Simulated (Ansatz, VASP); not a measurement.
## One calculation of Be, two programs

```
Be
1.0
     2.41020   -2.46459    0.00000
     2.41020    2.46459    0.00000
     0.00000    0.00000    5.09882
Be
4
Cartesian
  2.4102 1.5936 0.9274
  2.4102 -1.5936 4.1714
  2.4102 0.8710 3.4768
  2.4102 -0.8710 1.6220
```

Alike in both runs: task single point; functional PBE; k mesh 12 × 12 × 8; occupations gaussian, width 0.1 eV; no spin polarisation.

|  | VASP | Ansatz |
| --- | --- | --- |
| version | VASP 6.6.1 | Ansatz 0.2.0 |
| potentials or method | VASP PAW PBE potentials, release 64 (Be) | scalar-relativistic, plane waves, PAW |
| plane-wave cutoff (eV) | 520 | 420 |
| valence electrons in the cell | 8 | 8 |

Ansatz gave:

* gap on the k mesh at the Fermi level (eV): none
* pressure (GPa): -20.2
* largest component of the traceless stress (GPa): 3.85
* rms of the force components (eV/Å): 0.322

What did VASP give for the same quantities?

gap on the k mesh at the Fermi level (eV): none; pressure (GPa): -20.2; largest component of the traceless stress (GPa): 3.84; rms of the force components (eV/Å): 0.322.

Atom by atom the forces differ by 0.000 eV/Å (rms over components). A gap of «none» marks a metal or a gap that the smearing closes. The functional is the same, so the differences come from potentials, cutoffs and numerics.

Caveats: so large a pressure means that the cell lies far from this level's equilibrium, or that cutoff or potentials fall short (VASP).
